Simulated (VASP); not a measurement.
# BaTiO3 (P4mm) in VASP: settings compared

One crystal, BaTiO3, is run at these levels: PBE, LDA, r2SCAN; tasks: elastic constants, band structure.

Everything below comes from runs of VASP 6.6.1. Logs are shortened: lines on timing, memory, paths and dates and some standing lists are left out, and cuts for length are marked.

## (1) The crystal as given

It takes space group P4mm (No. 99, tetragonal). The conventional cell has a = 3.995 Å, b = 3.995 Å, c = 4.223 Å, α = 90.00°, β = 90.00°, γ = 90.00°. Ba (site symmetry 4mm) is surrounded by 12 O at 2.82 to 3.00 Å. Around Ti (site symmetry 4mm) lie 5 O at 1.82 to 2.01 Å. O (site symmetry 4mm) has 1 Ti at 1.82 Å as nearest neighbours. O (site symmetry 2mm) has 2 Ti at 2.01 Å as nearest neighbours.

## (2) Elastic constants, PBE

The input, POSCAR:

```
BaTiO3
1.0
    3.9951670387      0.0000000000      0.0000000000
    0.0000000000      3.9951670387      0.0000000000
    0.0000000000      0.0000000000      4.2227019523
  Ba              Ti              O
     1     1     3
Direct
     0.0000000000000000    0.0000000000000000    0.9905853848746395
     0.5000000000000000    0.5000000000000000    0.4717193813874936
     0.5000000000000000    0.5000000000000000    0.0416894812031219
     0.5000000000000000    0.0000000000000000    0.5195028762673757
     0.0000000000000000    0.5000000000000000    0.5195028762673757
```

The input, INCAR.step1:

```
SYSTEM = BaTiO3
  ALGO = Normal
  EDIFF = 1E-8
  EDIFFG = -0.002
  ENCUT = 600
  GGA = PE
  IBRION = 2
  ISIF = 3
  ISMEAR = 0
  KPAR = 2
  LASPH = .TRUE.
  LCHARG = .FALSE.
  LREAL = .FALSE.
  LWAVE = .FALSE.
  NELM = 80
  NSW = 40
  PREC = Accurate
  SIGMA = 0.03
```

The input, INCAR.step2:

```
SYSTEM = BaTiO3
  ALGO = Normal
  EDIFF = 1E-8
  ENCUT = 600
  GGA = PE
  IBRION = 6
  ISIF = 3
  ISMEAR = 0
  KPAR = 2
  LASPH = .TRUE.
  LCHARG = .FALSE.
  LEPSILON = .TRUE.
  LREAL = .FALSE.
  LWAVE = .FALSE.
  NELM = 80
  NFREE = 2
  NSW = 1
  POTIM = 0.015
  PREC = Accurate
  SIGMA = 0.03
```

The input, KPOINTS:

```
k-points
0
Monkhorst
  10 10 10
  0 0 0
```

Potentials or basis: VASP PAW PBE potentials, release 64 (Ba_sv, Ti_sv, O).

Started as:

```sh
$ cat potpaw_PBE.64/Ba_sv/POTCAR potpaw_PBE.64/Ti_sv/POTCAR potpaw_PBE.64/O/POTCAR > POTCAR
$ cp INCAR.step1 INCAR
$ mpirun -np 2 vasp_std > vasp.out
$ cp CONTCAR POSCAR
$ cp INCAR.step2 INCAR
$ mpirun -np 2 vasp_std > vasp.out
```

OUTCAR:

```text
SYSTEM = BaTiO3
   EDIFF = 1E-8
   ENCUT = 600
   GGA = PE
   IBRION = 6
   ISIF = 3
   ISMEAR = 0
   LASPH = .TRUE.
   LEPSILON = .TRUE.
   LREAL = .FALSE.
   NELM = 80
   NFREE = 2
   NSW = 1
   POTIM = 0.015
   PREC = Accurate

 ion  position               nearest neighbor table
   1  0.000  0.000  0.991-   4 2.82   5 2.82   5 2.82   4 2.82   3 2.83   3 2.83   3 2.83   3 2.83
                             4 3.00   5 3.00   5 3.00   4 3.00   2 3.48   2 3.48   2 3.48   2 3.48
   2  0.500  0.500  0.472-   3 1.82   4 2.01   5 2.01   4 2.01   5 2.01   3 2.40   1 3.48   1 3.48
                             1 3.48   1 3.48   1 3.57   1 3.57   1 3.57   1 3.57
   3  0.500  0.500  0.042-   2 1.82   2 2.40   1 2.83   1 2.83   1 2.83   1 2.83
   4  0.500  0.000  0.520-   2 2.01   2 2.01   1 2.82   1 2.82   1 3.00   1 3.00
   5  0.000  0.500  0.520-   2 2.01   2 2.01   1 2.82   1 2.82   1 3.00   1 3.00

  LATTYP: Found a simple tetragonal cell.
 ALAT       =     3.9959737908
 C/A-ratio  =     1.0561270991

  Lattice vectors:

 A1 = (   3.9959737908,   0.0000000000,   0.0000000000)
 A2 = (   0.0000000000,   3.9959737908,   0.0000000000)
 A3 = (   0.0000000000,   0.0000000000,   4.2202562078)

Analysis of symmetry for initial positions (statically):
=====================================================================
 Subroutine PRICEL returns:
 Original cell was already a primitive cell.

 Routine SETGRP: Setting up the symmetry group for a
 simple tetragonal supercell.

 Subroutine GETGRP returns: Found  8 space group operations
 (whereof  8 operations were pure point group operations)
 out of a pool of 16 trial point group operations.

The static configuration has the point symmetry C_4v.

Analysis of symmetry for dynamics (positions and initial velocities):
=====================================================================
 Subroutine PRICEL returns:
 Original cell was already a primitive cell.

 Routine SETGRP: Setting up the symmetry group for a
 simple tetragonal supercell.

[... 1115 lines left out ...]

 INTERNAL STRAIN TENSORS FROM STRAINED CELLS
 ============================================

 INTERNAL STRAIN TENSOR FOR ION    1 for displacements in x,y,z  (eV/Angst):
          X           Y           Z          XY          YZ          ZX
  --------------------------------------------------------------------------------
  x     0.00000     0.00000     0.00000     0.00000     0.00000    -0.62354
  y     0.00000     0.00000    -0.00000     0.00000    -0.62624     0.00000
  z    -0.57370    -0.57483    -2.48384     0.00028    -0.00008    -0.00013

 INTERNAL STRAIN TENSORS FROM DISPLACED ATOMS
 ============================================

 INTERNAL STRAIN TENSOR FOR ION    1 for displacements in x,y,z  (eV/Angst):
          X           Y           Z          XY          YZ          ZX
  --------------------------------------------------------------------------------
  x     0.00000     0.00000     0.00000     0.00000     0.00000    -0.62100
  y     0.00000     0.00000     0.00000     0.00000    -0.62100     0.00000
  z    -0.57179    -0.57179    -2.47955     0.00000     0.00000     0.00000

 INTERNAL STRAIN TENSOR FOR ION    5 for displacements in x,y,z  (eV/Angst):
          X           Y           Z          XY          YZ          ZX
  --------------------------------------------------------------------------------
  x     0.00000     0.00000     0.00000     0.00000     0.00000    -0.43499
  y     0.00000     0.00000     0.00000     0.00000     1.74378     0.00000
  z    -3.89332     1.64556    -0.00985     0.00000     0.00000     0.00000

 Eigenvectors and eigenvalues of the dynamical matrix
 ----------------------------------------------------

   1 f  =   17.107724 THz   107.491002 2PiTHz  570.652261 cm-1    70.751831 meV
             X         Y         Z           dx          dy          dz
      0.000000  0.000000  4.180333    -0.000000   -0.000000   -0.004602
      1.997987  1.997987  1.991210     0.000000    0.000000    0.307281
      1.997987  1.997987  0.175350    -0.000000   -0.000000   -0.910327
      1.997987  0.000000  2.192609    -0.000000    0.000000    0.196038
      0.000000  1.997987  2.192609     0.000000    0.000000    0.196038
[... 105 lines left out ...]
  15 f/i=    4.000211 THz    25.134067 2PiTHz  133.432675 cm-1    16.543536 meV
             X         Y         Z           dx          dy          dz
      0.000000  0.000000  4.180333    -0.003721    0.000689   -0.000000
      1.997987  1.997987  1.991210    -0.664696    0.123034   -0.000000
      1.997987  1.997987  0.175350     0.200499   -0.037112   -0.000000
      1.997987  0.000000  2.192609     0.387032   -0.107141   -0.000000
      0.000000  1.997987  2.192609     0.578831   -0.071639   -0.000000

--------------------------------------------------------------------------------------------------------

 MACROSCOPIC STATIC DIELECTRIC TENSOR IONIC CONTRIBUTION
 ------------------------------------------------------
           1.371823    -0.000000     0.000000
          -0.000000     1.371823    -0.000000
           0.000000    -0.000000    14.025665
 ------------------------------------------------------

 ELASTIC MODULI CONTR FROM IONIC RELAXATION (kBar)
 Direction    XX          YY          ZZ          XY          YZ          ZX
 --------------------------------------------------------------------------------
 XX        -112.1257     52.5317   -182.6323      0.0000      0.0000     -0.0000
 YY          52.5317   -112.1257   -182.6323      0.0000     -0.0000      0.0000
 ZZ        -182.6323   -182.6323  -1741.3200      0.0000     -0.0000     -0.0000
 XY           0.0000      0.0000      0.0000      0.0000      0.0000      0.0000
 YZ           0.0000     -0.0000     -0.0000      0.0000    -30.0642      0.0000
 ZX          -0.0000      0.0000     -0.0000      0.0000      0.0000    -30.0636
 --------------------------------------------------------------------------------

 TOTAL ELASTIC MODULI (kBar)
 Direction    XX          YY          ZZ          XY          YZ          ZX
 --------------------------------------------------------------------------------
 XX        2579.4318   1059.2810    767.0403      0.0000      0.0000     -0.0000
 YY        1059.2810   2579.4318    767.0403     -0.0000     -0.0000      0.0000
 ZZ         767.0403    767.0403    854.3777      0.0000     -0.0000     -0.0000
 XY           0.0000     -0.0000      0.0000   1164.4512      0.0000      0.0000
 YZ           0.0000     -0.0000     -0.0000      0.0000    986.6564      0.0000
 ZX          -0.0000      0.0000     -0.0000      0.0000      0.0000    986.6564
 --------------------------------------------------------------------------------

 PIEZOELECTRIC TENSOR IONIC CONTR  for field in x, y, z        (C/m^2)
          XX          YY          ZZ          XY          YZ          ZX
  --------------------------------------------------------------------------------
  x    -0.00000     0.00000    -0.00000     0.00000     0.00000    -0.08771
  y     0.00000    -0.00000     0.00000     0.00000    -0.08772    -0.00000
  z    -0.25219    -0.25219    -3.55572     0.00000     0.00000    -0.00000
```

OUTCAR.step1:

```text
SYSTEM = BaTiO3
   EDIFF = 1E-8
   EDIFFG = -0.002
   ENCUT = 600
   GGA = PE
   IBRION = 2
   ISIF = 3
   ISMEAR = 0
   LASPH = .TRUE.
[... 1153 lines left out ...]
  -------------------------------------------------------------------------------------
  Total        0.0017836      0.0017836     -0.0000166      0.0000000      0.0000000      0.0000000
  in kB        0.0424064      0.0424064     -0.0003950      0.0000000      0.0000000      0.0000000
  external PRESSURE =       0.0281392 kB  Pullay stress =       0.0000000 kB
[... 20 lines left out ...]
  FREE ENERGIE OF THE ION-ELECTRON SYSTEM (eV)
  ---------------------------------------------------
  free  energy   TOTEN  =       -40.0515429397 eV

  energy  without entropy=      -40.0515429397  energy(sigma->0) =      -40.05154294

 reached required accuracy - stopping structural energy minimisation
```

OSZICAR.step1:

```text
N       E                     dE             d eps       ncg     rms          rms(c)
DAV:   1     0.484318072753E+03    0.48432E+03   -0.23132E+04  3600   0.199E+03
DAV:   2     0.690635739763E+01   -0.47741E+03   -0.46976E+03  4312   0.514E+02
DAV:   3    -0.482466437537E+02   -0.55153E+02   -0.53310E+02  5168   0.158E+02
[... 81 lines left out ...]
DAV:   4    -0.400515428704E+02    0.31038E-07   -0.18173E-07  5624   0.392E-03    0.908E-04
DAV:   5    -0.400515428988E+02   -0.28448E-07   -0.25277E-08  3832   0.145E-03    0.348E-04
DAV:   6    -0.400515429216E+02   -0.22803E-07   -0.45920E-09  1984   0.561E-04    0.145E-04
DAV:   7    -0.400515429375E+02   -0.15829E-07   -0.14372E-09  1808   0.330E-04    0.270E-05
DAV:   8    -0.400515429397E+02   -0.22656E-08   -0.51976E-10  1800   0.188E-04
   8 F= -.40051543E+02 E0= -.40051543E+02  d E =-.398195E-06
```

Wall time 67 min (2 MPI ranks of Intel Xeon Platinum 8488C (Sapphire Rapids), shared host); peak memory 1.1 GiB.

What came out:

- Electronic dielectric tensor (diagonal): 6.18, 6.18, 5.14
- Born charges (mean of the diagonal): Ba +2.76; Ti +6.19; O -2.61, -3.17 e
- Voigt bulk modulus: 124 GPa
- Highest phonon frequency at Γ, LO-TO splitting left out: 571 cm⁻¹
- Most unstable mode: 133i cm⁻¹

Phonon frequencies in cm⁻¹ (negative: imaginary):
| q point | frequencies |
| --- | --- |
| (0.000, 0.000, 0.000) | -133 -133 0 0 0 152 164 164 274 293 293 370 451 451 571 |

Elastic tensor in Voigt notation (GPa, in the Cartesian axes of the cell as first typed):
```
258 106  77   0   0   0
106 258  77   0   0   0
 77  77  85   0   0   0
  0   0   0  99   0   0
  0   0   0   0  99   0
  0   0   0   0   0 116
```

Electronic dielectric tensor:
```
6.18 0.00 0.00
0.00 6.18 0.00
0.00 0.00 5.14
```

Born effective charge tensors (e):
atom 1, Ba
```
2.69 0.00 0.00
0.00 2.69 0.00
0.00 0.00 2.89
```
atom 2, Ti
```
6.87 0.00 0.00
0.00 6.87 0.00
0.00 0.00 4.84
```
atom 3, O
```
-1.90  0.00  0.00
 0.00 -1.90  0.00
 0.00  0.00 -4.03
```
atom 4, O
```
-2.09  0.00  0.00
 0.00 -5.56  0.00
 0.00  0.00 -1.85
```
atom 5, O
```
-5.56  0.00  0.00
 0.00 -2.09  0.00
 0.00  0.00 -1.85
```

Clamped-ion elastic tensor (GPa):
```
269 101  95   0   0   0
101 269  95   0   0   0
 95  95 260   0   0   0
  0   0   0 102   0   0
  0   0   0   0 102   0
  0   0   0   0   0 116
```

Caveat: some modes are imaginary. Spin-orbit coupling is left out, which matters for the levels of Ba.

## (3) Band structure, PBE

This run uses another cell than the first one, of 12.80 Å³/atom, 0.949 times its volume.

The input, INCAR:

```
ALGO = Normal ; EDIFF = 1E-6
ENCUT = 520 ; GGA = PE
ISIF = 2 ; ISMEAR = 0
KPAR = 2 ; LASPH = True
LCHARG = False ; LMAXMIX = 4
LREAL = False ; LWAVE = False
NBANDS = 28 ; NELM = 80
PREC = Accurate ; SIGMA = 0.03
```

The input, KPOINTS:

```
k-points
0
Gamma
  8 8 8
```

The input, POSCAR:

```
BaTiO3                                  
1.0
    3.9671433514      0.0000000000      0.0000000000
    0.0000000000      3.9671433514      0.0000000000
    0.0000000000      0.0000000000      4.0656693611
  Ba              Ti              O             
     1     1     3
Direct
     1.0000000000000000    0.0000000000000000    0.9986018169556405
     0.5000000000000000    0.5000000000000000    0.4819255879355182
     0.5000000000000000    0.5000000000000000    0.0291004766978163
     0.5000000000000000    0.0000000000000000    0.5166860592055121
     1.0000000000000000    0.5000000000000000    0.5166860592055121
```

The input, KPOINTS_OPT:

```
explicit points
213
Reciprocal
 0.0000000000  0.0000000000  0.0000000000 1
 0.0000000000  0.0357142857  0.0000000000 1
 0.0000000000  0.0714285714  0.0000000000 1
 0.0000000000  0.1071428571  0.0000000000 1
 0.0000000000  0.1428571429  0.0000000000 1
 0.0000000000  0.1785714286  0.0000000000 1
[... 205 lines left out ...]
 0.0000000000  0.0000000000  0.5223819600 1
 0.0000000000  0.0000000000  0.4776180400 1
```

Potentials or basis: VASP PAW PBE potentials, release 64 (Ba_sv, Ti_sv, O).

Started as:

```sh
$ cat potpaw_PBE.64/Ba_sv/POTCAR potpaw_PBE.64/Ti_sv/POTCAR potpaw_PBE.64/O/POTCAR > POTCAR
$ mpirun -np 2 vasp_std > vasp.out
```

Wall time 99 s (2 MPI ranks of AMD EPYC 9R45 (Zen 5), shared host); peak memory 0.3 GiB.

It converged, with:

- Free energy: -39.9802 eV
- Pressure: 6.4 GPa
- Largest force: 0.093 eV/Å
- Band gap on the k mesh: 1.81 eV, indirect (least direct gap 2.24 eV)
- Band gap along the path: 1.81 eV, indirect (least direct gap 2.24 eV)

Forces in eV/Å, atoms in the order of the input:
```
Ba   0.000  0.000  0.013
Ti   0.000  0.000  0.055
O    0.000  0.000 -0.093
O    0.000  0.000  0.012
O    0.000  0.000  0.012
```

Stress tensor (GPa, compression positive):
```
6.46 0.00 0.00
0.00 6.46 0.00
0.00 0.00 6.37
```

Levels at the corners of the path, in eV from the valence-band top:
```tsv
point	band 17	band 18	band 19	band 20	band 21	band 22	band 23	band 24
Γ	-1.25	-0.54	-0.42	-0.42	1.81	2.20	2.20	4.11
X	-1.93	-1.74	-1.22	-1.04	2.32	3.56	3.63	4.16
X	-1.93	-1.74	-1.22	-1.04	2.32	3.56	3.63	4.16
M	-1.87	-1.05	-1.05	-0.08	3.65	3.65	4.02	4.58
M	-1.87	-1.05	-1.05	-0.08	3.65	3.65	4.02	4.58
Γ	-1.25	-0.54	-0.42	-0.42	1.81	2.20	2.20	4.11
Γ	-1.25	-0.54	-0.42	-0.42	1.81	2.20	2.20	4.11
Z	-2.03	-2.03	-0.73	-0.73	1.96	3.56	3.56	4.11
Z	-2.03	-2.03	-0.73	-0.73	1.96	3.56	3.56	4.11
R	-1.78	-1.02	-0.98	-0.32	3.58	3.59	3.93	4.95
R	-1.78	-1.02	-0.98	-0.32	3.58	3.59	3.93	4.95
A	-2.52	-0.24	-0.24	0.00	4.18	4.18	4.24	6.40
A	-2.52	-0.24	-0.24	0.00	4.18	4.18	4.24	6.40
Z	-2.03	-2.03	-0.73	-0.73	1.96	3.56	3.56	4.11
X	-1.93	-1.74	-1.22	-1.04	2.32	3.56	3.63	4.16
R	-1.78	-1.02	-0.98	-0.32	3.58	3.59	3.93	4.95
M	-1.87	-1.05	-1.05	-0.08	3.65	3.65	4.02	4.58
A	-2.52	-0.24	-0.24	0.00	4.18	4.18	4.24	6.40
```

Caveat: spin-orbit coupling is left out, which moves the levels of the heavy elements.

(Continued in part 2 of 2.)
